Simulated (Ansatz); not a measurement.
# AlPt: the cost of one run

Computed with Ansatz 0.2.0 (DFT PBEsol, scalar-relativistic, plane waves, PAW, unless a step's input says otherwise).

**1. Starting point**

The structure is cubic, space group Pm-3m (No. 221). The conventional cell has a = 3.070 Å, b = 3.070 Å, c = 3.070 Å, α = 90.00°, β = 90.00°, γ = 90.00°. Around Pt (site symmetry m-3m) lie 8 Al at 2.66 Å. Around Al (site symmetry m-3m) lie 8 Pt at 2.66 Å.

As a file:

```xyz
2
Lattice="3.0700 0.0000 0.0000 0.0000 3.0700 0.0000 0.0000 0.0000 3.0700" Properties=species:S:1:pos:R:3 pbc="T T T"
Pt    0.0000    0.0000    0.0000
Al    1.5350    1.5350    1.5350
```

**2. Relaxing cell and atoms: AlPt, no spin**

input.yaml

```yaml
crystal:
  lattice:
    - [3.07, 0.0, 0.0]
    - [0.0, 3.07, 0.0]
    - [0.0, 0.0, 3.07]
  atoms:
    - { symbol: Pt, position: [0.0, 0.0, 0.0] }
    - { symbol: Al, position: [0.5, 0.5, 0.5] }
scf:
  occupations: { method: methfessel_paxton, width: 0.1 }
output:
  forces: true
  stress: true
  eigenvalues: true
  write_density: true
  write_potential: true
  elf: true
  volumetric_format: npy
hamiltonian:
  xc: pbesol
kpoints:
  mp_grid: { grid: [16, 16, 16] }
relax:
  f_tol: 0.01
  adjacent_minimum: "off"
  cell: { stress_tol: 0.03, fix: [shape] }
```

Started as:

```sh
ansatz run input.yaml --threads 4 --pin off --max-ram 12288MiB --backend cpu --events-out ev --progress --plain --runs-dir out
```

Q: Estimate wall time and peak memory on 4 threads of Intel Xeon Platinum 8375C at 2.90GHz (Ice Lake), shared host.

About 4.4 s, with a peak of 0.46 GiB.
